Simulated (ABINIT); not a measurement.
## CaSe (Fm-3m): G0W0 with ABINIT, start to end

Aim: the G0W0 gap of CaSe (Fm-3m) on LDA, step by step.

Program: ABINIT 10.8.3. Level of theory: LDA and many-body steps on it, plane waves. Results are calculated unless marked as measured.

This is a report of a sequence of runs, with most program output left out.

The database entry behind the starting cell differs from later determinations by our own check (0.1 to 0.3 % short, probably kX units), so it need not match the best structure at ambient conditions.

**1. Set-up**

It takes space group Fm-3m (No. 225, cubic). The conventional cell has a = 5.912 Å, b = 5.912 Å, c = 5.912 Å, α = 90.00°, β = 90.00°, γ = 90.00°. Ca has 6 Se at 2.96 Å nearest. Nearest to Se lie 6 Ca at 2.96 Å. Farther neighbours and most contacts between anions are not listed.

The cell and positions come from the Crystallography Open Database and are kept as given unless a step says otherwise.

**2. Ground state**

This step: ABINIT 10.8.3; DFT, LDA, plane waves, norm-conserving pseudopotentials.

The ground-state density comes first.

Input file run.abi:

```
acell 3*1.0 Angstrom
rprim 
  -0.000000000000 2.956000000000 2.956000000000
  2.956000000000 -0.000000000000 2.956000000000
  2.956000000000 2.956000000000 -0.000000000000
ntypat 2
znucl 20 34
natom 2
typat 1 2
xred 
  0.000000000000 0.000000000000 0.000000000000
  0.500000000000 0.500000000000 0.500000000000
pp_dirpath "pseudos"
pseudos "Ca.upf, Se.upf"
ecut 48
ngkpt 6 6 6
nshiftk 1
shiftk 0 0 0
kptopt 1
chksymbreak 0
nband 22
occopt 1
tolvrs 1e-10
nstep 60
prtwf 0
optforces 0
optstress 0
indata_prefix "in"
outdata_prefix "out"
tmpdata_prefix "tmp"
```

Launch:

```console
$ OMP_NUM_THREADS=1 mpirun -n 4 abinit run.abi > log
```

Wall time 17 s (4 MPI ranks of Arm Neoverse V2, shared host); peak memory 0.37 GiB; 69 s of CPU time.

This step gave:

```
total energy               : -10348.6825 eV
gap                        : 1.874 eV
k of the valence top       : 0, 0, 0
k of the conduction bottom : 0.5, 0.5, 0
least direct gap           : 2.817 eV
```

The gap is indirect, with the least direct gap 0.94 eV higher.

**3. Bands along the symmetry lines**

Levels along a band path, at the cheap level, show where the edges lie and whether the meshes to come will hold them.

Input file run.abi:

```
acell 3*1.0 Angstrom
rprim 
  -0.000000000000 2.956000000000 2.956000000000
  2.956000000000 -0.000000000000 2.956000000000
  2.956000000000 2.956000000000 -0.000000000000
ntypat 2
znucl 20 34
natom 2
typat 1 2
xred 
  0.000000000000 0.000000000000 0.000000000000
  0.500000000000 0.500000000000 0.500000000000
pp_dirpath "pseudos"
pseudos "Ca.upf, Se.upf"
ecut 48
iscf -2
irdden 1
kptopt 0
nkpt 50
kpt 
  0.00000000 0.00000000 0.00000000
  0.06250000 0.00000000 0.06250000
  0.12500000 0.00000000 0.12500000
  0.18750000 0.00000000 0.18750000
  0.25000000 0.00000000 0.25000000
  0.31250000 0.00000000 0.31250000
  0.37500000 0.00000000 0.37500000
  0.43750000 0.00000000 0.43750000
  0.50000000 0.00000000 0.50000000
  0.51562500 0.03125000 0.51562500
  0.53125000 0.06250000 0.53125000
  0.54687500 0.09375000 0.54687500
  0.56250000 0.12500000 0.56250000
  0.57812500 0.15625000 0.57812500
  0.59375000 0.18750000 0.59375000
  0.60937500 0.21875000 0.60937500
  0.62500000 0.25000000 0.62500000
  0.37500000 0.37500000 0.75000000
  0.32812500 0.32812500 0.65625000
  0.28125000 0.28125000 0.56250000
  0.23437500 0.23437500 0.46875000
  0.18750000 0.18750000 0.37500000
  0.14062500 0.14062500 0.28125000
  0.09375000 0.09375000 0.18750000
  0.04687500 0.04687500 0.09375000
  0.00000000 0.00000000 0.00000000
  0.06250000 0.06250000 0.06250000
  0.12500000 0.12500000 0.12500000
  0.18750000 0.18750000 0.18750000
  0.25000000 0.25000000 0.25000000
  0.31250000 0.31250000 0.31250000
  0.37500000 0.37500000 0.37500000
  0.43750000 0.43750000 0.43750000
  0.50000000 0.50000000 0.50000000
  0.50000000 0.46875000 0.53125000
  0.50000000 0.43750000 0.56250000
  0.50000000 0.40625000 0.59375000
  0.50000000 0.37500000 0.62500000
  0.50000000 0.34375000 0.65625000
  0.50000000 0.31250000 0.68750000
  0.50000000 0.28125000 0.71875000
  0.50000000 0.25000000 0.75000000
  0.50000000 0.21875000 0.71875000
  0.50000000 0.18750000 0.68750000
  0.50000000 0.15625000 0.65625000
  0.50000000 0.12500000 0.62500000
  0.50000000 0.09375000 0.59375000
  0.50000000 0.06250000 0.56250000
  0.50000000 0.03125000 0.53125000
  0.50000000 -0.00000000 0.50000000
istwfk *1
nband 24
nbdbuf 2
tolwfr 1e-08
nstep 40
prtwf 0
prtvol 0
indata_prefix "in"
outdata_prefix "out"
tmpdata_prefix "tmp"
```

The job ended after 30 s (4 MPI ranks; peak memory 0.37 GiB).

Numbers from this step:

- gap: 1.874 eV
- k of the valence top: 0, 0, 0
- k of the conduction bottom: 0.5, 0, 0.5
- least direct gap: 2.817 eV

The gap is 1.874 eV, as in the run before at this level.

The electronic bands at the labelled points (eV, zero at the top of the highest filled band):

```tsv
point	band 14	band 15	band 16	band 17	band 18	band 19	band 20	band 21
Γ	-11.88	0.00	0.00	0.00	3.09	3.55	3.55	3.55
halfway	-11.51	-2.16	-0.62	-0.62	2.57	4.29	4.52	5.18
X	-11.30	-2.55	-0.94	-0.94	1.87	4.85	4.93	5.89
halfway	-11.28	-2.48	-1.36	-1.00	2.28	5.18	5.26	5.81
U	-11.22	-2.28	-2.09	-1.13	3.13	5.54	5.56	5.58
jump to K	-11.22	-2.28	-2.09	-1.13	3.13	5.54	5.56	5.58
halfway	-11.44	-2.32	-1.02	-0.95	4.13	4.26	4.46	5.02
Γ	-11.88	0.00	0.00	0.00	3.09	3.55	3.55	3.55
halfway	-11.55	-2.06	-0.72	-0.72	3.56	4.28	4.28	5.56
L	-11.18	-3.34	-1.22	-1.22	4.38	5.32	5.35	5.35
halfway	-11.19	-2.88	-1.66	-1.26	4.33	4.61	5.57	5.86
W	-11.21	-2.01	-2.01	-1.71	4.26	4.26	5.10	5.61
halfway	-11.26	-2.41	-1.38	-1.36	2.68	4.99	5.53	5.71
X	-11.30	-2.55	-0.94	-0.94	1.87	4.85	4.93	5.89
```

**4. Empty states on the mesh, 4×4×4 mesh, 60 bands**

The sums over transitions need many empty states on a uniform mesh; this step solves for them.

Input file run.abi:

```
acell 3*1.0 Angstrom
rprim 
  -0.000000000000 2.956000000000 2.956000000000
  2.956000000000 -0.000000000000 2.956000000000
  2.956000000000 2.956000000000 -0.000000000000
ntypat 2
znucl 20 34
natom 2
typat 1 2
xred 
  0.000000000000 0.000000000000 0.000000000000
  0.500000000000 0.500000000000 0.500000000000
pp_dirpath "pseudos"
pseudos "Ca.upf, Se.upf"
ecut 48
ngkpt 4 4 4
nshiftk 1
shiftk 0 0 0
kptopt 1
chksymbreak 0
iscf -2
irdden 1
istwfk *1
nband 60
nbdbuf 4
tolwfr 1e-09
nstep 60
prtvol 0
indata_prefix "in"
outdata_prefix "out"
tmpdata_prefix "tmp"
```

Wall time 17 s (4 MPI ranks); peak memory 0.32 GiB; 69 s of CPU time.

This step gave:

* gap: 1.874 eV
* k of the valence top: 0, 0, 0
* k of the conduction bottom: 0.5, 0.5, 0
* least direct gap: 2.817 eV
* k points computed: 8
* lowest point of the top converged band, above the valence top: 38.52 eV

On this mesh the gap is 1.874 eV.

**5. Screening, 4×4×4 mesh, 56 bands, screening to 108.8 eV**

The RPA dielectric matrix is built and inverted for each q.

This step: RPA screening on LDA, plane waves, norm-conserving pseudopotentials.

Edit run.abi of step 4 so:

```diff
@@ -20,10 +20,11 @@
 chksymbreak 0
-iscf -2
-irdden 1
 istwfk *1
-nband 60
-nbdbuf 4
-tolwfr 1e-09
-nstep 60
-prtvol 0
+occopt 1
+irdwfk 1
+optdriver 3
+nband 56
+ecuteps 4
+inclvkb 2
+awtr 1
+symchi 1
 indata_prefix "in"
```

The job ended after 14 s (4 MPI ranks; peak memory 0.9 GiB).

This step gave:

```yaml
eps_infinity_with_local_fields_on_this_mesh_along_the_program_s_q_direction: 6.268
the_same_without_local_fields: 7.291
plasma_frequency: 30.12 eV
plane_waves_in_the_screening_matrix: 137
```

Local fields lower ε∞ by 14 %. On a Γ-centred mesh this coarse the value itself is usually too large, while a short band sum pulls it down.

**6. Self-energy, 4×4×4 mesh, 56 bands, screening to 108.8 eV**

The self-energy is evaluated for the states that the input lists, and the levels follow from it, in one-shot runs by the linearised quasiparticle equation.

This step: G0W0 on LDA, plane waves, norm-conserving pseudopotentials.

Edit run.abi of step 5 so:

```diff
@@ -23,8 +23,17 @@
 irdwfk 1
-optdriver 3
+optdriver 4
 nband 56
+gwcalctyp 0
+ecutsigx 48
+symsigma 1
+nkptgw 2
+kptgw 
+  0.0000000000 0.0000000000 0.0000000000
+  0.5000000000 0.5000000000 0.0000000000
+bdgw 
+  15 21
+  16 19
 ecuteps 4
-inclvkb 2
-awtr 1
-symchi 1
+irdscr 1
+ppmodel 1
 indata_prefix "in"
```

Run time: 4.8 s. Hardware: 4 MPI ranks; peak memory 1.1 GiB; 19 s of CPU time.

This step gave:

| Quantity | Value |
| --- | --- |
| G0W0 gap on the points computed | 3.169 eV |
| starting gap on the mesh | 1.874 eV |
| k of the valence top | 0, 0, 0 |
| k of the conduction bottom | 0.5, 0.5, 0 |
| Z at the valence top | 0.803 |
| Z at the conduction bottom | 0.82 |
| least direct G0W0 gap on the computed points | 4.189 eV |

The gap on the mesh goes from 1.87 eV to 3.17 eV, a correction of +1.30 eV.

Limits: finite bands, cutoff and mesh; no spin-orbit coupling; coarse k mesh. v1 is the top filled band, c1 the lowest empty one. Levels before and after the correction, in eV, zero at the valence-band top of each column:

```tsv
	conduction bottom	valence top
Kohn-Sham	1.87	0.00
G0W0	3.17	0.00
```

```tsv
	level	energy (eV)
Kohn-Sham	Γ v3-v1	0.000
Kohn-Sham	Γ c1	3.093
Kohn-Sham	Γ c2-c4	3.553
Kohn-Sham	(0.5 0.5 0) v2-v1	-0.943
Kohn-Sham	(0.5 0.5 0) c1	1.874
Kohn-Sham	(0.5 0.5 0) c2	4.847
G0W0	Γ v3-v1	0.000
G0W0	Γ c1	4.189
G0W0	Γ c2-c4	5.362
G0W0	(0.5 0.5 0) v2-v1	-1.145
G0W0	(0.5 0.5 0) c1	3.169
G0W0	(0.5 0.5 0) c2	5.972
```

**7. Where the time went**

Times are wall times on 4 MPI ranks of Arm Neoverse V2, shared host, good to a factor of about two.

```tsv
step	time	share	memory (GiB)
ground state	17 s	21 %	0.37
bands along the symmetry lines	30 s	36 %	0.37
empty states on the mesh	17 s	21 %	0.32
screening	14 s	17 %	0.9
self-energy	4.8 s	6 %	1.1
```

**8. Outcome**

```
LDA gap              : 1.87 eV, indirect
G0W0 gap on the mesh : 3.17 eV
GW settings          : 4×4×4 mesh, 56 bands, screening to 108.8 eV, Godby-Needs plasmon pole
known limits         : not at the basis limit; no spin-orbit coupling; coarse k mesh
```

G0W0 moves the gap on the mesh from 1.87 eV to 3.17 eV (+1.30 eV), with Z of 0.80 and 0.82 at the edges. Local fields lower the RPA ε∞ on this mesh from 7.29 to 6.27; a Γ-centred mesh this coarse tends to raise both, most where the direct gap is narrow, while a short band sum lowers them. Only 2 of the mesh's irreducible points were corrected, so a valley elsewhere could overtake. The dearest step here is «bands along the symmetry lines». Bands and cutoff are finite, so the gap is not at the basis limit. The miss can reach some tenths of an eV and take either sign; the mesh is an error of its own. In the G0W0 run levels were corrected at 2 k points alone, so a gap called «on the mesh» is the least over those, and an edge elsewhere would be missed. The 4×4×4 mesh is coarse for this cell, which bears on the long-range parts of exchange and screening. The many-body steps are scalar-relativistic: spin-orbit coupling is not in them.

[Paths, hosts, dates, memory and timing lines, banners, echoed tables and standing remarks are left out of the program output.]

[Logs are printed without paths, hosts, clocks, repeated set-up lines and the standing remarks that a program may print on its own settings, such as how far it seeks lower states.]

[Runs of the session that timed out or met a known fault of the program may be left out.]

[Hosts, paths, dates, database ids (printed as entryN), source tags and the programs' standing remarks are cut or masked in the printed files.]

[G0W0 gaps are taken among the corrected bands and points alone; a level outside them can change the order at an edge.]

[Where Ansatz stands beside ABINIT at settings called matched, ABINIT's density can come from a denser mesh and the files from another edition; pairs whose starting gaps differed by over 0.03 eV were left out, so agreement reads better than it is.]
